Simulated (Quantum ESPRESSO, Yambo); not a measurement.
# How the form of the self-energy moves the gap of AlN (F-43m), part 2 of 2

Aim: compare treatments of exchange, screening and correlation for the gap of AlN (F-43m).

Quantum ESPRESSO 7.5 and Yambo 5.3.0; PBE and many-body steps on it, plane waves. Known limits of the many-body steps: not at the basis limit.

So far. Step 2 (Empty states on the mesh, 8×8×8 mesh, 249 bands): On this mesh the gap is 3.325 eV. Step 4 (G0W0, Godby-Needs plasmon pole): The gap on the mesh goes from 3.32 eV to 4.54 eV, a correction of +1.21 eV.

**5. One-shot COHSEX**

This step: one-shot COHSEX on PBE, plane waves, norm-conserving pseudopotentials.

Input file gw4.in:

```
HF_and_locXC
gw0
dyson
cohsex
em1s
rim_cut
RandQpts= 1000000
RandGvec= 1 RL
EXXRLvcs= 72 Ry
VXCRLvcs= 288 Ry
Chimod= "HARTREE"
% BndsRnXs
 1 | 104 |
%
NGsBlkXs= 17 Ry
% LongDrXs
 1 | 1 | 1 |
%
% GbndRnge
 1 | 104 |
%
DysSolver= "n"
ExtendOut
% QPkrange
 1 | 1 | 3 | 6 |
 21 | 21 | 3 | 6 |
%
```

Command:

```sh
$ OMP_NUM_THREADS=1 mpirun -n 8 yambo -F gw4.in -J gw4 -C gw4 > gw4.log
```

The program printed:

```text
 Yambo, version 5.3.0

 [02] CORE Variables Setup
 =========================

  [... cell, symmetries and grids as in the set-up ...]

  [02.05] Energies & Occupations
  ==============================

  [X] === General ===
  [X] Electronic Temperature                        :  0.000000  0.000000 [eV K]
  [X] Bosonic    Temperature                        :  0.000000  0.000000 [eV K]
  [X] Finite Temperature mode                       : no
  [X] El. density                                   :  0.38398E+24 [cm-3]
  [X] Fermi Level                                   :  6.956541 [eV]

  [X] === Gaps and Widths ===
  [X] Conduction Band Min                           :  3.324859 [eV]
  [X] Valence Band Max                              :  0.000000 [eV]
  [X] Filled Bands                                  :   4
  [X] Empty Bands                                   :    5  249
  [X] Direct Gap                                    :  4.192097 [eV]
  [X] Direct Gap localized at k                     :  1
  [X] Indirect Gap                                  :  3.324859 [eV]
  [X] Indirect Gap between kpts                     :   1  21
  [X] Last valence band width                       :  2.697200 [eV]
  [X] 1st conduction band width                     :  4.629348 [eV]

 [03] Transferred momenta grid and indexing
 ==========================================

 IBZ Q-points                                      :  29
 BZ  Q-points                                      :   512

 K/Q-points units:
 rlu = crystal or reduced units; cc = cartesian coordinates; iku = interal k-units

 Q [ 1]         [rlu]:  0.000000  0.000000  0.000000
 Q [ 2]         [rlu]: -0.26489E-17 -0.26489E-17  0.12500
 Q [ 3]         [rlu]: -0.52978E-17 -0.52978E-17  0.25000
[...]
[xc] Functional : Perdew, Burke & Ernzerhof(X)+Perdew, Burke & Ernzerhof(C)
 [xc] LIBXC used to calculate xc functional
  PP Number of Atomic Species                      :  2
  NLCC RL compoments                               :  11575
  PP Number of Atomic Species                      :  2
  NLCC RL compoments                               :  11575

 [xc] E_xc :  -3.456156 [Ha]
      E_xc :  -6.912312 [Ry]

  Local XC kind (lXC) : Perdew, Burke & Ernzerhof(X)+Perdew, Burke & Ernzerhof(C)
  Non-Local XC kind (nlXC) : Hartree-Fock

  Corrections @ K [1] :  [eV]
 <3|nlXC|3> = -20.92742 -0.51721E-17 <3|lXC|3> = -16.95876 -0.18882E-15
 <4|nlXC|4> = -20.92742 -0.13274E-16 <4|lXC|4> = -16.95876  0.94408E-16
 <5|nlXC|5> = -8.154641 -0.18947E-17 <5|lXC|5> = -12.53244 -0.18882E-15
[...]
Corrections @ K [21] :  [eV]
[...]
<5|nlXC|5> = -5.083334  0.14180E-18 <5|lXC|5> = -9.207278  0.23602E-16
 <6|nlXC|6> = -4.415724  0.61861E-18 <6|lXC|6> = -9.461530 -0.18882E-15

 [08] Dyson equation: Newton solver
 ==================================

 [Newton] Sc step       :  0.100000 [eV]
 [Newton] Sc steps      :  1

  [08.01] G0W0 (COHSEX)
  =====================

  [  GW  ] Bands range     :   1   6

  QP @ state[ 1 ] K range:  1  1
  QP @ state[ 1 ] b range:   3   6
  QP @ state[ 2 ] K range:  21  21
  QP @ state[ 2 ] b range:   3   6

   Sc Empty Bands                                   : no
   Sc bands terminator                              : no
   Sx RL components                                 :  1471

   QP @ state[ 1 ] K range                          :  1  1
   QP @ state[ 1 ] b range                          :   3   6
   QP @ state[ 2 ] K range                          :  21  21
   QP @ state[ 2 ] b range                          :   3   6
   GF WF`s kind                                     : Perdew, Burke & Ernzerhof(X)+Perdew, Burke & Ernzerhof(C)
   Xs energies kind                                 : Perdew, Burke & Ernzerhof(X)+Perdew, Burke & Ernzerhof(C)
   Xs WF`s kind                                     : Perdew, Burke & Ernzerhof(X)+Perdew, Burke & Ernzerhof(C)

 [11] Game Over & Game summary
```

Elapsed: 2 min, on 8 MPI ranks of Arm Neoverse V1, shared host; peak memory 3.1 GiB.

This step gave:

```yaml
quasiparticle_gap_on_the_points_computed: 6.344 eV
starting_gap_on_the_mesh: 3.325 eV
k_of_the_valence_top: 0, 0, 0
k_of_the_conduction_bottom: 0, -0.5, -0.5
least_direct_quasiparticle_gap_on_the_computed_points: 7.221 eV
z_at_the_valence_top: 1
z_at_the_conduction_bottom: 1
```

Against G0W0 in Yambo (8×8×8 mesh, 104 bands, screening to 231.3 eV, Godby-Needs plasmon pole), the gap moves by +1.806 eV.

**6. One-shot Hartree-Fock**

This step: one-shot Hartree-Fock on PBE, plane waves, norm-conserving pseudopotentials.

Input file gw5.in:

```
HF_and_locXC
rim_cut
RandQpts= 1000000
RandGvec= 1 RL
EXXRLvcs= 72 Ry
VXCRLvcs= 288 Ry
% QPkrange
 1 | 1 | 3 | 6 |
 21 | 21 | 3 | 6 |
%
```

Command:

```sh
$ OMP_NUM_THREADS=1 mpirun -n 8 yambo -F gw5.in -J gw5 -C gw5 > gw5.log
```

The program printed:

```text
 Yambo, version 5.3.0

 [02] CORE Variables Setup
 =========================

  [... cell, symmetries and grids as in the set-up ...]

  [02.05] Energies & Occupations
  ==============================

  [X] === General ===
  [X] Electronic Temperature                        :  0.000000  0.000000 [eV K]
  [X] Bosonic    Temperature                        :  0.000000  0.000000 [eV K]
  [X] Finite Temperature mode                       : no
  [X] El. density                                   :  0.38398E+24 [cm-3]
[...]
[xc] E_xc :  -3.456156 [Ha]
      E_xc :  -6.912312 [Ry]

  Local XC kind (lXC) : Perdew, Burke & Ernzerhof(X)+Perdew, Burke & Ernzerhof(C)
  Non-Local XC kind (nlXC) : Hartree-Fock

  Corrections @ K [1] :  [eV]
 <3|nlXC|3> = -20.92742 -0.51721E-17 <3|lXC|3> = -16.95876 -0.37763E-15
 <4|nlXC|4> = -20.92742 -0.13274E-16 <4|lXC|4> = -16.95876  0.47204E-16
 <5|nlXC|5> = -8.154641 -0.18947E-17 <5|lXC|5> = -12.53244  0.18882E-15
[...]
Corrections @ K [21] :  [eV]
[...]
<5|nlXC|5> = -5.083334  0.14180E-18 <5|lXC|5> = -9.207278 -0.70806E-16
 <6|nlXC|6> = -4.415724  0.61861E-18 <6|lXC|6> = -9.461530  0.47202E-16

 [08] Game Over & Game summary
```

Run time: 4.4 s. Hardware: 8 MPI ranks; peak memory 2.4 GiB.

Numbers from this step:

| Item | Value |
| --- | --- |
| quasiparticle gap on the mesh | 11.42 eV |
| starting gap on the mesh | 3.325 eV |
| k of the valence top | 0, 0, 0 |
| k of the conduction bottom | 0, -0.5, -0.5 |
| least direct quasiparticle gap on the computed points | 12.54 eV |

Against G0W0 in Yambo (8×8×8 mesh, 104 bands, screening to 231.3 eV, Godby-Needs plasmon pole), the gap moves by +6.879 eV.

**7. Side by side**

Times are wall times on 8 MPI ranks of Arm Neoverse V1, shared host, good to a factor of about two.

```csv
run,mesh,bands,screening cutoff (eV),DFT gap (eV),gap on the mesh (eV),direct (eV),time
"G0W0, Godby-Needs plasmon pole",8×8×8,104,231.3,3.325,4.538,5.592,3.7 min
one-shot COHSEX,8×8×8,104,231.3,3.325,6.344,7.221,2 min
one-shot Hartree-Fock,8×8×8,-,-,3.325,11.417,12.539,4.4 s
```

**8. What came out**

| Item | Value |
| --- | --- |
| G0W0, Godby-Needs plasmon pole | 4.538 eV |
| one-shot COHSEX | 6.344 eV |
| one-shot Hartree-Fock | 11.417 eV |
| known limits | not at the basis limit |

In words: One-shot COHSEX: +1.806 eV against G0W0, Godby-Needs plasmon pole. One-shot Hartree-Fock: +6.879 eV against G0W0, Godby-Needs plasmon pole. Bare exchange alone opens the gap to 11.42 eV; against G0W0, correlation takes back 6.88 eV. Static COHSEX lies above G0W0: it lacks the factor Z and overstates the Coulomb hole of the filled states. Bands and cutoff are finite, so the gap is not at the basis limit. The miss can reach some tenths of an eV and take either sign; the mesh is an error of its own.

[Paths, hosts, dates, memory and timing lines, banners, echoed tables and standing remarks are left out of the program output.]

[Logs are printed without paths, hosts, clocks, repeated set-up lines and the standing remarks that a program may print on its own settings, such as how far it seeks lower states.]

[Runs of the session that timed out or met a known fault of the program may be left out.]

[Hosts, paths, dates, database ids (printed as entryN), source tags and the programs' standing remarks are cut or masked in the printed files.]
